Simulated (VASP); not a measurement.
# PbSe (Clausthalite) (Fm-3m) in VASP: a series of runs, part 2 of 2

VASP 6.6.1. The steps go on from the part before.

### Step 3. Phonons, r2SCAN

File POSCAR:

```
PbSe
1.0
    0.0000000000      3.0892634914      3.0892634914
    3.0892634914      0.0000000000      3.0892634914
    3.0892634914      3.0892634914      0.0000000000
  Pb              Se
     1     1
Direct
     0.0000000000000000    0.0000000000000000    0.0000000000000000
     0.5000000000000000    0.5000000000000000    0.5000000000000000
```

File INCAR.step1:

```
SYSTEM = PbSe
PREC = Accurate ; ENCUT = 600
EDIFF = 1E-8 ; ISMEAR = 0
SIGMA = 0.03 ; LREAL = .False.
LASPH = .True. ; NELM = 80
ALGO = Normal ; ISIF = 3
LWAVE = .False. ; LCHARG = .False.
METAGGA = R2SCAN ; LMIXTAU = .True.
IBRION = 2 ; NSW = 40
EDIFFG = -0.002
```

File INCAR.step2:

```
SYSTEM = PbSe
PREC = Accurate ; ENCUT = 600
EDIFF = 1E-8 ; ISMEAR = 0
SIGMA = 0.03 ; LREAL = .False.
LASPH = .True. ; NELM = 80
ALGO = Normal ; ISIF = 2
LWAVE = .False. ; LCHARG = .False.
METAGGA = R2SCAN ; LMIXTAU = .True.
IBRION = 6 ; NFREE = 2
POTIM = 0.015 ; NSW = 1
```

File KPOINTS:

```
regular mesh
0
Gamma
  8 8 8
  0 0 0
```

Potentials or basis: VASP PAW PBE potentials, release 64 (Pb_d, Se).

Command:

```
$ cat potpaw_PBE.64/Pb_d/POTCAR potpaw_PBE.64/Se/POTCAR > POTCAR
$ cp INCAR.step1 INCAR
$ mpirun -np 1 vasp_std > vasp.out
$ cp CONTCAR POSCAR
$ cp INCAR.step2 INCAR
$ mpirun -np 1 vasp_std > vasp.out
```

OUTCAR:

```text
SYSTEM = PbSe
   PREC = Accurate
   ENCUT = 600
   EDIFF = 1E-8
   ISMEAR = 0
   LREAL = .False.
   LASPH = .True.
   NELM = 80
   ISIF = 2
   METAGGA = R2SCAN
   IBRION = 6
   NFREE = 2
   POTIM = 0.015
   NSW = 1

 ion  position               nearest neighbor table
   1  0.000  0.000  0.000-   2 3.09   2 3.09   2 3.09   2 3.09   2 3.09   2 3.09
   2  0.500  0.500  0.500-   1 3.09   1 3.09   1 3.09   1 3.09   1 3.09   1 3.09

  LATTYP: Found a face centered cubic cell.
 ALAT       =     6.1785269828
[... 793 lines left out ...]
  x     0.00000     0.00000     0.00000     0.00000     0.00000     0.00000
  y     0.00000     0.00000     0.00000     0.00000     0.00000     0.00000
  z     0.00000     0.00000     0.00000     0.00000     0.00000     0.00000

 INTERNAL STRAIN TENSOR FOR ION    2 for displacements in x,y,z  (eV/Angst):
          X           Y           Z          XY          YZ          ZX
  --------------------------------------------------------------------------------
  x     0.00000     0.00000     0.00000     0.00000     0.00000     0.00000
  y     0.00000     0.00000     0.00000     0.00000     0.00000     0.00000
  z     0.00000     0.00000     0.00000     0.00000     0.00000     0.00000

 Eigenvectors and eigenvalues of the dynamical matrix
 ----------------------------------------------------

   1 f  =    0.884115 THz     5.555057 2PiTHz   29.490895 cm-1     3.656403 meV
             X         Y         Z           dx          dy          dz
      0.000000  0.000000  0.000000    -0.532297    0.000000    0.000000
      3.089263  3.089263  3.089263     0.846558    0.000000    0.000000
[... 21 lines left out ...]
   6 f/i=    0.007299 THz     0.045863 2PiTHz    0.243479 cm-1     0.030188 meV
             X         Y         Z           dx          dy          dz
      0.000000  0.000000  0.000000    -0.846558    0.000000    0.000000
      3.089263  3.089263  3.089263    -0.532297    0.000000    0.000000

 ELASTIC MODULI CONTR FROM IONIC RELAXATION (kBar)
 Direction    XX          YY          ZZ          XY          YZ          ZX
 --------------------------------------------------------------------------------
 XX           0.0000      0.0000      0.0000      0.0000      0.0000      0.0000
 YY           0.0000      0.0000      0.0000      0.0000      0.0000      0.0000
 ZZ           0.0000      0.0000      0.0000      0.0000      0.0000      0.0000
 XY           0.0000      0.0000      0.0000      0.0000      0.0000      0.0000
 YZ           0.0000      0.0000      0.0000      0.0000      0.0000      0.0000
 ZX           0.0000      0.0000      0.0000      0.0000      0.0000      0.0000
 --------------------------------------------------------------------------------
```

OSZICAR.step1:

```text
N       E                     dE             d eps       ncg     rms          rms(c)
DAV:   1     0.980515971118E+02    0.98052E+02   -0.10663E+04   818   0.166E+03
DAV:   2    -0.626920805399E+02   -0.16074E+03   -0.15775E+03   860   0.370E+02
DAV:   3    -0.763558302293E+02   -0.13664E+02   -0.13320E+02  1064   0.110E+02
DAV:   4    -0.766872366086E+02   -0.33141E+00   -0.33117E+00   876   0.201E+01
[... 14 lines left out ...]
DAV:  19    -0.719401634466E+02    0.16560E-06   -0.16501E-07  1040   0.511E-03    0.903E-04
DAV:  20    -0.719401637518E+02   -0.30522E-06   -0.21301E-07   860   0.545E-03    0.222E-04
DAV:  21    -0.719401638057E+02   -0.53888E-07   -0.82984E-08   836   0.298E-03    0.210E-04
DAV:  22    -0.719401638190E+02   -0.13323E-07   -0.41337E-09   478   0.102E-03    0.134E-04
DAV:  23    -0.719401638211E+02   -0.20575E-08   -0.21889E-09   442   0.440E-04
   1 F= -.71940164E+02 E0= -.71940164E+02  d E =-.719402E+02
```

It took 7.3 min on 1 thread of Intel Xeon 6975P-C (Granite Rapids), shared host; peak memory 0.29 GiB.

Results:

- Highest phonon frequency at Γ, LO-TO splitting left out: 29 cm⁻¹

Phonon frequencies in cm⁻¹ (negative: imaginary):
| q point | frequencies |
| --- | --- |
| (0.000, 0.000, 0.000) | 0 0 0 29 29 29 |

 The run has no spin-orbit coupling, so splittings on Pb are missing.
